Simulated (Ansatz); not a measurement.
**Calculated coordination and O-17 quadrupole coupling for SrTiO3 under strain**

Cell: an entry of the Crystallography Open Database (COD), relaxed with PBE at fixed cell and then changed (z stretched by 1 %, ions relaxed).

```cif
data_structure
_symmetry_space_group_name_H-M 'P 1'
_symmetry_Int_Tables_number 1
_cell_length_a 5.5394
_cell_length_b 5.5394
_cell_length_c 5.5394
_cell_angle_alpha 120.339
_cell_angle_beta 120.339
_cell_angle_gamma 89.413
_cell_volume 119.57
loop_
_atom_site_label
_atom_site_type_symbol
_atom_site_fract_x
_atom_site_fract_y
_atom_site_fract_z
_atom_site_occupancy
Sr1 Sr 0.75000 0.25000 0.50000 1
Sr2 Sr 0.25000 0.75000 0.50000 1
Ti3 Ti 0.00000 0.00000 0.00000 1
Ti4 Ti 0.50000 0.50000 0.00000 1
O5 O 0.25000 0.25000 0.00000 1
O6 O 0.75000 0.75000 0.00000 1
O7 O 0.72832 0.22832 0.95665 1
O8 O 0.22832 0.27168 0.50000 1
O9 O 0.27168 0.77168 0.04335 1
O10 O 0.77168 0.72832 0.50000 1
```

Atom numbers follow the list; atoms alike are taken as one site, whose name carries the number of the first.

Level of theory: DFT, PBE, plane waves and PAW, scalar-relativistic, 420 eV cutoff, Γ-centred 8×8×8 k-points, Fermi–Dirac smearing 0.02 eV (Ansatz 0.2.0).

Q(O-17) = -25.58 mb.

Q: Order the O environments from the weakest to the strongest quadrupole coupling.
A. O5: 2 Ti at 1.97 Å, angle 180°; also 4 Sr at 2.76 Å
B. O7: 2 Ti at 1.96 Å, angle 170°; also 4 Sr at 2.65–2.89 Å

A: B (0.866 MHz, η = 0.21), A (0.982 MHz, η = 0.00).

An axis of threefold or higher order runs through O5, so V_zz lies along it and η is zero. At O7 V_zz points along the line of its two bonds (within 1°).
